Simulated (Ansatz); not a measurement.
The system is GaSb.

```
Sb Ga
1.0
    -2.75343    2.75343    1.59071
     2.75343   -2.75343    1.59071
     2.75343    2.75343   -1.59071
Sb Ga
1 1
Direct
  0.00000 0.00000 0.00000
  0.75000 0.25000 0.50000
```

Measurements of this composition are mostly on another form, of space group No. 216.

| Quantity | Value |
| --- | --- |
| Program | Ansatz 0.2.0 |
| Task | relaxation of cell and atoms |
| Functional | revPBE |
| Potentials or basis | all-electron LAPW, scalar-relativistic |
| Basis error allowed | 0.001 eV/atom |
| k mesh | 10 × 10 × 10 |
| Occupations | fermi-dirac, width 0.05 eV |
| Spin | no spin polarisation |

At the start: volume 24.12 Å³/atom.

Question: Where does the relaxation end?

Answer: Over 5 steps the energy falls by 2.8 meV/atom and the volume is 24.69 Å³/atom (+2.4 %); space group I-4m2 (No. 119, to 0.05 Å).

The path:
| step | energy change (eV) | largest force (eV/Å) | volume (Å³) |
| --- | --- | --- | --- |
| 1 | 0.0000 | 0.0000 | 48.24 |
| 2 | -0.0051 | 0.0000 | 49.78 |
| 3 | -0.0057 | 0.0000 | 49.42 |
| 4 | -0.0057 | 0.0000 | 49.38 |
| 5 | -0.0057 | 0.0000 | 49.38 |

Final structure:
```
Sb Ga
1.0
    -2.78592    2.78592    1.59045
     2.78592   -2.78592    1.59045
     2.78592    2.78592   -1.59045
Sb Ga
1 1
Cartesian
  0.0000 0.0000 0.0000
  0.0000 2.7859 0.7952
```
